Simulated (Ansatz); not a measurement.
# Zr (P6_3/mmc) in Ansatz: a series of runs

The runs below take Zr through single point, relaxation of cell and atoms, with PBE.

All numbers are computed with Ansatz 0.2.0; they aren't measurements. Logs are shortened: lines on timing, memory, paths and dates and some standing lists are left out, and cuts for length are marked.

**1. The structure**

Symmetry: P6_3/mmc, No. 194, hexagonal system. Conventional cell: a = 3.232 Å, b = 3.232 Å, c = 5.147 Å, α = 90.00°, β = 90.00°, γ = 120.00°. Around Zr (site symmetry -6m2) lie 12 Zr at 3.18 to 3.23 Å.

**2. Single point, PBE**

Contents of input.yaml:

```yaml
crystal:
  lattice:
    - [3.232, 0.0, 0.0]
    - [-1.616, 2.798994105, 0.0]
    - [0.0, 0.0, 5.147]
  atoms:
    - { symbol: Zr, position: [0.6666666667, 0.3333333333, 0.75] }
    - { symbol: Zr, position: [0.3333333333, 0.6666666667, 0.25] }
hamiltonian:
  xc: pbe
  pseudopotentials: { kind: paw }
kpoints:
  mp_grid: { grid: [9, 9, 5] }
scf:
  occupations: { method: gaussian, width: 0.011 }
output:
  forces: true
  stress: true
  eigenvalues: true
```

Potentials or basis: Ansatz PAW.

Started as:

```bash
$ ansatz run input.yaml --threads 2 --pin off --max-ram 5632MiB --backend cpu --events-out ev --progress --plain --runs-dir out
```

The program printed:

```text
Warning: RAYON_NUM_THREADS=2 ignored (pool sized by the plan → 2); use --threads N
Engine: ansatz 0.2.0, aarch64-unknown-linux-gnu
Pseudopotentials: kind: paw
Pseudopotential: Zr, paw, valence charge 12, recommended cutoff 420 eV (normal), Zr.paw.azcp
Functional definition: PBE
  parameter kappa = 0.804
  parameter beta = 0.06672455060314922
  exchange = pbe_x(kappa = kappa, mu = beta*pi^2/3)
  correlation = pbe_c(beta = beta)
Crystal: 2 atoms, lattice volume = 46.562 Å³
Basis set: ecut = 420 eV, 929 PW (Γ), exchange–correlation on 48×48×72 points (8 copies of the dense FFT grid, shifted against one another)
Bands: 16, of which v1, the nominal top of the filled ones, is band 12 counted from 1 (11 counted from 0)
Symmetry: 24 space group operations
Space group: P63/mmc (ITA 194), of the structure as read, at distance tolerance 3.6e-5 Å
k-points: 36 of 405
Non-local potential: Zr, projectors of the file, l = 0: 3, l = 1: 2, l = 2: 2, l = 3: 2
PAW form: soft (Blöchl's): semilocal exchange-correlation on the pseudo side does not see the compensation charge
PAW one-centre angular grid: Zr, 590 points (default); XC on 64 Gauss nodes
Initial density: superposition of atomic densities (neutral atoms: chi_scale 0, normalization atom), corrected by the library's trained network
Initial wavefunctions: pseudopotential atomic-orbital guess
Functional: x = pbe(κ = 0.804, μ = 0.2195149727645171), c = pbe(β = 0.06672455060314922)
SCF iter   1: F=—  HF=-8367.674998 eV  |F-HF|=—  |Δ(HF+E_count)|=         —  Δρ=3.30e-3  dr2=2.29e-3  ethr=1.77e-3  ⟨swp⟩=4.9  Hψ=2466  notcnv=0
preconditioner: auto → Kerker (q_TF=auto, 2.443 Å⁻¹)  [metal: Δε(μ)=0.005 eV  Ē_g=3.142 eV  σ=0.011 eV  W_gap=0.27  n_scr=10 (ndim 8)  ℏωp=15.4 eV  f_vac=0.000  D(μ)=5.88/eV (n_scr^D=96)]
SCF iter   2: F=—  HF=-8367.674359 eV  |F-HF|=—  |Δ(HF+E_count)|=   6.39e-4  Δρ=2.03e-3  dr2=9.50e-4  ethr=9.56e-6  ⟨swp⟩=2.9  Hψ=1414  notcnv=0  defer=7
SCF iter   3: F=—  HF=-8367.674687 eV  |F-HF|=—  |Δ(HF+E_count)|=   3.28e-4  Δρ=3.24e-4  dr2=3.47e-5  ethr=3.96e-6  ⟨swp⟩=2.2  Hψ=898  notcnv=0  defer=7
SCF iter   4: F=—  HF=-8367.674675 eV  |F-HF|=—  |Δ(HF+E_count)|=   1.20e-5  Δρ=1.10e-4  dr2=4.49e-6  ethr=1.44e-7  ⟨swp⟩=2.8  Hψ=968  notcnv=0  defer=7
iter 5 did not close the SCF: its close was put off for the readings that it lacked (scf_convergence_deferred on its scf_iter line)
SCF iter   5: F=-8367.674675 eV  HF=-8367.674675 eV  |F-HF|=7.37e-9  |Δ(HF+E_count)|=   3.35e-7  Δρ=1.56e-5  dr2=7.61e-8  ethr=1.87e-8  ⟨swp⟩=3.0  Hψ=994  notcnv=0  defer=7
SCF iter   6: F=-8367.674675 eV  HF=-8367.674675 eV  |F-HF|=2.08e-9  |Δ(HF+E_count)|=   2.13e-8  Δρ=3.55e-6  dr2=4.66e-9  ethr=3.17e-10  ⟨swp⟩=2.4  Hψ=2033  notcnv=0
SCF 1 converged in 6 iterations: F = -8367.674675 eV  dr2 = 4.66e-9
SCF converged after 6 iterations
Free energy (F): -8367.674675 eV
Harris-Foulkes:  -8367.674675 eV  (|F-HF|=2.08e-9)
Internal energy: -8367.674329 eV  (E = F + TS)
E sigma→0 (E₀):  -8367.674502 eV
Entropy (-TS):   -0.000346 eV (-0.173 meV/atom)
Fermi energy:    14.044503 eV
--- Per-component energies (eV) ---
  E_band       = -193.791573
  E_kinetic    = 665.231824
  E_local      = -1253.602502  (includes V_loc(G=0)·N_el)
  E_nonlocal   = 160.992002
  E_hartree    = 388.020146
  E_xc         = -322.937915
  E_vxc        = -381.342097  (∫ρ·V_xc dr)
  E_paw        = -5908.232035  (= ΣΔE_a)
  E_vpaw       = -161.109272  (= ΣTr[D̂ρ^β])
  E_aug_tail   = 0.000049  (compensation charges beyond the density's cutoff)
  E_ewald      = -2097.145899
  E_smearing   = -0.000346  (= −TS)
  E_closure    = 0.000000  (closes the sum)
  Σ components = -8367.674675   (vs F -8367.674675, Δ=0.00e0)
--- Forces (eV/Å), atoms counted from 1 ---
  atom   1  Zr     0.00000000    -0.00000000     0.00000000
  atom   2  Zr     0.00000000     0.00000000     0.00000000
  max |Σ_I F_I| component: 3.70e-17 eV/Å
--- Stress (GPa, compression-positive) ---
        0.195698       0.000000       0.000000
       -0.000000       0.195698       0.000000
        0.000000       0.000000       1.345450
  P = ⅓ Tr σ = 0.5789 GPa (5.789 kbar)
--- Band table (eV; the first three rows and the last of 36) ---
  k-point 0: bands = ["-34.8232", "-34.6683", "-13.3530", "-12.4833", "-12.4833", "-12.3457", "-12.3417", "-12.3417", "8.3579", "10.9764", "14.8649", "14.8649", "15.0161", "15.1789", "15.5579", "15.5579"]
  k-point 1: bands = ["-34.8086", "-34.6833", "-13.2626", "-12.4700", "-12.4700", "-12.4484", "-12.3554", "-12.3554", "8.6873", "10.9362", "14.6344", "14.7281", "14.7281", "14.7664", "15.3263", "15.3263"]
  k-point 2: bands = ["-34.7703", "-34.7224", "-13.0206", "-12.7101", "-12.4348", "-12.4348", "-12.3910", "-12.3910", "9.5527", "10.5126", "14.0284", "14.2406", "14.6846", "14.6846", "14.9207", "14.9207"]
  k-point 35: bands = ["-34.6511", "-34.6511", "-13.1071", "-13.1071", "-12.9362", "-12.8368", "-12.5189", "-12.5189", "12.5385", "12.5772", "12.5772", "12.8456", "13.9941", "13.9941", "15.8187", "16.4545"]
```

Run time: 0.9 s. Hardware: 2 threads of Arm Neoverse V1, shared host; peak memory 0.31 GiB.

Results:

```yaml
Free_energy: -8367.6747 eV
Pressure: 0.6 GPa
Band_gap_on_the_k_mesh: none (metal or under the smearing width)
```

**3. Relaxation of cell and atoms, PBE**

input.yaml, as its differences from that of step 2:

```diff
@@ -14,3 +14,3 @@
 scf:
-  occupations: { method: gaussian, width: 0.011 }
+  occupations: { method: fermi_dirac, width: 0.05 }
 output:
@@ -18,2 +18,5 @@
   stress: true
-  eigenvalues: true
+relax:
+  f_tol: 0.01
+  max_steps: 40
+  cell: { stress_tol: 0.05 }
```

Potentials or basis: Ansatz PAW.

Started as:

```bash
$ ansatz run input.yaml --threads 2 --pin off --max-ram 5632MiB --backend cpu --events-out ev --progress --plain --runs-dir out
```

The program printed:

```text
Warning: RAYON_NUM_THREADS=2 ignored (pool sized by the plan → 2); use --threads N
[... 8 set-up lines as earlier in the session ...]
Crystal: 2 atoms, lattice volume = 46.562 Å³
Basis set: ecut = 420 eV, 929 PW (Γ), exchange–correlation on 48×48×72 points (8 copies of the dense FFT grid, shifted against one another)
Bands: 16, of which v1, the nominal top of the filled ones, is band 12 counted from 1 (11 counted from 0)
[... 2 set-up lines as earlier in the session ...]
k-points: 36 of 405
[... 3 set-up lines as earlier in the session ...]
[... 56 lines left out ...]
--- Per-component energies (eV) ---
  E_band       = -195.565381
  E_kinetic    = 664.969731
  E_local      = -1257.859224  (includes V_loc(G=0)·N_el)
  E_nonlocal   = 161.009085
  E_hartree    = 389.303456
  E_xc         = -322.826793
  E_vxc        = -381.194340  (∫ρ·V_xc dr)
  E_paw        = -5908.223572  (= ΣΔE_a)
  E_vpaw       = -161.097541  (= ΣTr[D̂ρ^β])
  E_aug_tail   = 0.000049  (compensation charges beyond the density's cutoff)
  E_ewald      = -2094.042174
  E_smearing   = -0.015719  (= −TS)
  E_closure    = 0.000000  (closes the sum)
  Σ components = -8367.685161   (vs F -8367.685161, Δ=0.00e0)
--- Forces (eV/Å), atoms counted from 1 ---
  atom   1  Zr    -0.00000000    -0.00000000     0.00000000
  atom   2  Zr     0.00000000     0.00000000    -0.00000000
  max |Σ_I F_I| component: 1.16e-17 eV/Å
--- Stress (GPa, compression-positive) ---
       -0.006809      -0.000000       0.000000
       -0.000000      -0.006809       0.000000
        0.000000       0.000000       0.007509
  P = ⅓ Tr σ = -0.0020 GPa (-0.020 kbar)
--- Relaxed structure (4 steps of the walk, 4 accepted, 1 SCFs on fresh bases) ---
  F+E_penalty+E_count = -8367.68516076 eV   max|allowed force component| = 2.463e-16 eV/Å   (the final SCF, on the basis selected at the relaxed cell)
  cell:  # Å, volume = 46.7759 Å³
    - [3.228148919616747, -4.613934255951601e-34, 2.0185962369788253e-34]
    - [-1.6140744598083736, 2.7956589715873927, -3.5066632916427495e-34]
    - [3.2146394900334523e-34, -4.592342128619217e-34, 5.183041237329914]
  atoms:
    - { symbol: Zr, position: [0.6666666666666666, 0.3333333333333333, 0.7500000000000001] }
    - { symbol: Zr, position: [0.3333333333333333, 0.6666666666666666, 0.25000000000000006] }
```

It took 3.5 s on 2 threads of Arm Neoverse V1, shared host; peak memory 0.32 GiB.

Results:

```yaml
Free_energy: -8367.6852 eV
Relaxed_volume: 23.39 Å³/atom
Relaxed_cell: a = 3.228 Å, b = 3.228 Å, c = 5.183 Å, α = 90.00°, β = 90.00°, γ = 120.00°
Space_group_after_relaxing_to_0.05_Å: P6_3/mmc (No. 194)
Energy_gained_by_relaxing: 0.5 meV/atom
Ionic_steps: 5
Pressure_after_relaxing: 0.0 GPa
```

The path:
| step | energy change (eV) | largest force (eV/Å) | volume (Å³) |
| --- | --- | --- | --- |
| 1 | 0.0000 | 0.0000 | 46.56 |
| 2 | -0.0004 | 0.0000 | 47.06 |
| 3 | -0.0010 | 0.0000 | 46.79 |
| 4 | -0.0010 | 0.0000 | 46.78 |
| 5 | -0.0010 | 0.0000 | 46.78 |

Final structure:
```
CELL_PARAMETERS angstrom
3.22815 0.00000 0.00000
-1.61407 2.79566 0.00000
0.00000 0.00000 5.18304
ATOMIC_POSITIONS crystal
Zr 0.66667 0.33333 0.75000
Zr 0.33333 0.66667 0.25000
```

Caveat: the plane-wave basis is chosen anew once the cell has moved, so the energies of steps on either side of that aren't comparable.

**4. The reference run**

An earlier run on the cell as given: functional PBE; potentials or basis Ansatz PAW; cutoff 420 eV (not typed: the program's choice for these potentials); k mesh 9 × 9 × 5; occupations fermi-dirac, width 0.05 eV; no spin polarisation.

* Pressure: 0.5 GPa
* Band gap on the k mesh: none (metal or under the smearing width)

**5. Overview**

| task | cell | smearing | gap on the mesh (eV) | pressure (GPa) |
| --- | --- | --- | --- | --- |
| single point | as given | gaussian 0.011 eV | none | 0.6 |
| relaxation of cell and atoms | relaxed | fermi-dirac 0.05 eV | - | 0.0 |
| single point | as given | fermi-dirac 0.05 eV | none | 0.5 |

Alike in all rows: level PBE; potentials or basis Ansatz PAW; no spin polarisation; k mesh 9 × 9 × 5; cutoff (eV) 420.

Caveats: the plane-wave basis is chosen anew once the cell has moved, so the energies of steps on either side of that aren't comparable (some runs).

Total energies depend on the potentials used, so only differences within one code and one set of settings carry meaning.
